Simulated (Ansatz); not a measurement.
# Turning moments in Mn

The cell (2 atoms) is Mn as a test cell of our own (not relaxed).

```
Mn
1.0
     2.88000    0.00000    0.00000
     0.00000    2.88000    0.00000
     0.00000    0.00000    2.88000
Mn
2
Direct
  0.01310 0.01310 0.01310
  0.51310 0.51310 0.51310
```

Numbers behind element symbols give the atom's place in this list.

Theory: DFT, PBE, PAW (an earlier, harder data set), plane waves, scalar-relativistic in Ansatz.

```yaml
plane_wave_cutoff: 720 eV
k_point_mesh: 4×4×4 (Γ-centred)
occupations: Fermi–Dirac smearing, 0.1 eV
valence_electrons: 30
```

Site vectors of these older runs were integrated over wider regions than atomic spheres, and need not add up to the total.

Spins are non-collinear; moments are vectors (x, y, z) in μB. Without spin–orbit coupling a common rotation of all moments costs nothing, so only their relative directions matter.

The default search lets the program follow hints of a lower state (another filling of open shells, a soft direction), where it sees any. With a search on, the program may also reshape the start on open shells.

Only this run was made, so its end need not be the lowest state of the cell.

Where moments are weakly coupled, the SCF can meet its threshold before they have finished turning.

Problem. Start Mn1 (0.00, 0.00, 2.50), Mn2 (0.00, 0.00, -2.50); default search for lower states. What happens?

Solution. It converges in 31 iterations: sizes Mn1 1.67, Mn2 1.67 μB (canted; angles of the large moments to the first 92°), net moment 2.38 μB.
